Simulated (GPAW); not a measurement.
Runs of GPAW 26.7.0 on I. Symmetry: Cmce, No. 64, orthorhombic system. Conventional cell: a = 7.270 Å, b = 4.790 Å, c = 9.793 Å, α = 90.00°, β = 90.00°, γ = 90.00°. I (site symmetry m) is surrounded by 1 I at 2.68 Å. 

```csv
level,gap on the mesh (eV),pressure (GPa),relaxed volume (Å³/atom),largest force (eV/Å)
PBEsol+D3(BJ),0.75,0.0,(b),0.01
PBEsol,0.81,0.0,40.02,-
PBEsol+D3,0.87,0.0,37.56,0.02
PBEsol+D4,0.75,0.0,(a),0.01
PBEsol+D3(BJ)+ATM,0.75,0.0,36.26,0.01
```

Alike in all rows: task relaxation of cell and atoms; potentials or basis PAW data sets generated in the run's folder for this functional, pw; no spin polarisation; cell relaxed; k mesh 5 × 5 × 2; cutoff (eV) 600; smearing fermi-dirac 0.05 eV.

Problem. Fill in the values left out.

Solution. (a) 37.02; (b) 35.95.

Caveats: later steps reuse the first step's grids; spin-orbit coupling is left out, which moves the levels of the heavy elements; an odd mesh through Γ misses points on the zone boundary, where band edges often lie; the volume moved by over 15 % at a fixed basis, so the end points are rough (some runs).

A k mesh can miss the band edges, and the runs leave out spin-orbit coupling on I.

Runs at the PBE level aren't shown here.
